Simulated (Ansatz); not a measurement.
# LiCl: the cost of one run

Method: DFT PBE, scalar-relativistic, plane waves, PAW, in Ansatz 0.2.0.

1 further run of the same task is left out (set aside as unsound or not needed).

## Step 1: The system as given

Symmetry: Fm-3m, No. 225, cubic system. The conventional cell has a = 5.150 Å, b = 5.150 Å, c = 5.150 Å, α = 90.00°, β = 90.00°, γ = 90.00°. Li (site symmetry m-3m) has 6 Cl at 2.58 Å as nearest neighbours. Around Cl (site symmetry m-3m) lie 6 Li at 2.58 Å.

Coordinates:

```cif
data_structure
_symmetry_space_group_name_H-M 'P 1'
_symmetry_Int_Tables_number 1
_cell_length_a 3.6419
_cell_length_b 3.6419
_cell_length_c 3.6419
_cell_angle_alpha 60.000
_cell_angle_beta 60.000
_cell_angle_gamma 60.000
_cell_volume 34.16
loop_
_atom_site_label
_atom_site_type_symbol
_atom_site_fract_x
_atom_site_fract_y
_atom_site_fract_z
_atom_site_occupancy
Li1 Li 0.00000 0.00000 0.00000 1
Cl1 Cl 0.50000 0.50000 0.50000 1
```

It is the end of an earlier relaxation with the same method, from a generated guess; it needn't be the stable form of this composition. At a tolerance of 0.02 Å it has space group Fm-3m (No. 225); it has 17.08 Å³/atom, an uncorrected energy of -1.85 eV/atom over the elements.

## Step 2: Electronic structure at the relaxed geometry

input.yaml

```yaml
crystal:
  lattice:
    - [0.0, 2.5752183527, 2.5752183527]
    - [2.5752183527, 0.0, 2.5752183527]
    - [2.5752183527, 2.5752183527, 0.0]
  atoms:
    - { symbol: Li, position: [0.0, 0.0, 0.0] }
    - { symbol: Cl, position: [0.5, 0.5, 0.5] }
basis:
  ecutwfc: 420
kpoints:
  mp_grid: { grid: [8, 8, 8] }
  band_path:
    path:
      - [[0.0, 0.0, 0.0], [0.5, 0.0, 0.5], [0.625, 0.25, 0.625]]
      - [[0.375, 0.375, 0.75], [0.0, 0.0, 0.0], [0.5, 0.5, 0.5], [0.5, 0.25, 0.75], [0.5, 0.0, 0.5]]
    npoints: 14
hamiltonian:
  xc: pbe
scf:
  occupations: { method: gaussian, width: 0.02 }
  n_extra_bands: 6
output:
  forces: true
  stress: true
  eigenvalues: true
  populations: true
  dos: { projected: true, de: 0.02, nscf_kmesh: { grid: [12, 12, 12] } }
  bader: true
```

On the command line:

```sh
> ansatz run input.yaml --threads 1 --pin off --max-ram 2560MiB --backend cpu --events-out ev --progress --plain --runs-dir out
```

What time and memory should one allow on 1 thread of Arm Neoverse V1, shared host?

About 8.8 s, with a peak of 0.28 GiB.
